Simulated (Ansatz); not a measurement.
Write a Python script for Ansatz 0.2.0 through its Python package that makes a point defect in a supercell of CaS, space group Fm-3m. Settings (first run): PBE, PAW, the default cutoff (420 eV here), 2×2×2 k-points, Gaussian smearing of 0.02 eV.

```
CELL_PARAMETERS angstrom
0.00000 2.84300 2.84300
2.84300 0.00000 2.84300
2.84300 2.84300 0.00000
ATOMIC_POSITIONS crystal
Ca 0.00000 0.00000 0.00000
S 0.50000 0.50000 0.50000
```

`defect.py`
```python
import argparse

import ansatz as az
import numpy as np

parser = argparse.ArgumentParser(description="An antisite in a supercell of CaS, against the perfect cell.")
parser.add_argument("--xc", required=True, help="exchange-correlation functional")
parser.add_argument("--scf-tol", type=float, default=1e-10, help="SCF tolerance (eV)")
parser.add_argument("--filling", required=True, help="how the bands are filled")
parser.add_argument("--width-ev", type=float, required=True, help="smearing width (eV)")
args = parser.parse_args()

cell = (
    az.Lattice.of((0.0, 2.843, 2.843), (2.843, 0.0, 2.843), (2.843, 2.843, 0.0))
    .atom("Ca", (0.0, 0.0, 0.0))
    .atom("S", (0.5, 0.5, 0.5))
)
host = cell.supercell(2, 2, 2)
defective = host.substitution("S", at=(0.0, 0.0, 0.0), replaces="Ca")

def prepare(structure):
    return (
        structure.calculation()
        .functional(args.xc)
        .kpoints(2, center="gamma")
        .scf(tolerance=args.scf_tol)
        .occupations(args.filling, width=args.width_ev)
        .band_table()
    )


perfect = prepare(host).run().report
job = (
    prepare(defective)
    .relax(force_tolerance=0.05, max_steps=25)
)
res = job.run()
summary = res.report

n_host, n_defect = len(perfect["lattice"]["sites"]), len(summary["lattice"]["sites"])
print(f"perfect cell: {n_host} atoms, F = {perfect['free_energy_ev']:.4f} eV")
print(f"defect cell:  {n_defect} atoms, F = {summary['free_energy_ev']:.4f} eV")
print(f"difference {summary['free_energy_ev'] - perfect['free_energy_ev']:.4f} eV (no chemical potentials)")

start = np.array([site.position for site in defective.resolved().sites])
step = np.array([site.position_frac for site in res.lattice.sites]) - start
moved = np.linalg.norm((step - np.round(step)) @ res.lattice.cell_ang, axis=1)
print("relaxation by atom (A):", " ".join(f"{site.symbol}:{d:.3f}" for site, d in zip(res.lattice.sites, moved)))

for label, run in (("perfect", perfect), ("defect", summary)):
    levels, filled = np.array(run["eigenvalues_ev"][0]), np.array(run["occupations"][0])
    top = int(np.argmin(np.abs(levels - run["fermi_energy_ev"])))
    window = slice(max(top - 3, 0), top + 4)
    print(label, "levels near E_F at the first k-point:", ", ".join(f"{e - run['fermi_energy_ev']:.2f} ({f:.2f})" for e, f in zip(levels[window], filled[window])))
```

```console
$ python defect.py --xc pbe --filling gaussian --width-ev 0.02
DeckWarning: basis.ecutwfc = 420 eV, auto-derived from the records' recommended cutoffs: set by Ca (normal level)
DeckWarning: basis.ecutwfc = 420 eV, auto-derived from the records' recommended cutoffs: set by S (normal level)
perfect cell: 16 atoms, F = -21785.9946 eV
defect cell:  16 atoms, F = -20863.2909 eV
difference 922.7038 eV (no chemical potentials)
relaxation by atom (A): S:0.000 S:0.000 Ca:0.000 S:0.000 Ca:0.000 S:0.000 Ca:0.000 S:0.000 Ca:0.000 S:0.000 Ca:0.000 S:0.000 Ca:0.000 S:0.000 Ca:0.000 S:0.000
perfect levels near E_F at the first k-point: -1.98 (2.00), -1.17 (2.00), -1.17 (2.00), -1.17 (2.00), 1.17 (0.00), 1.17 (0.00), 1.17 (0.00)
defect levels near E_F at the first k-point: -1.40 (2.00), -1.40 (2.00), -1.40 (2.00), 0.01 (0.35), 0.01 (0.35), 0.01 (0.35), 1.29 (0.00)
```
(Warnings from the package without file and line.)

Total energies depend on the potentials; only differences at equal settings carry meaning. A total without «per atom» is that of the whole cell that was run. Extra carriers fill band states at a few k-points, so forces and energy hang on the mesh. The computed bands are complete only to about 3.8 eV above the Fermi level. Of the deposited cell: the entry's cell lengths or inner coordinates differ somewhat from later room-temperature determinations. The difference holds no chemical potentials. Each cell's levels count from its own Fermi level and aren't aligned; one k-point can hide that the defect cell is metallic. The structure is a deposited one; some such entries were measured under pressure or heat, so a shift against it needn't be the functional's error alone. Gaps and levels are Kohn-Sham values on a finite set of k-points. The supercell is small, so the defect meets its images and the energies aren't those of an isolated defect; a partly filled defect level may also lower its energy by spin or distortion. For a charged cell the difference holds no correction, alignment or term for the electrons' reservoir. Timing: 9.6 s on 1 thread of Arm Neoverse V2, on a shared host, peak memory 0.58 GiB.
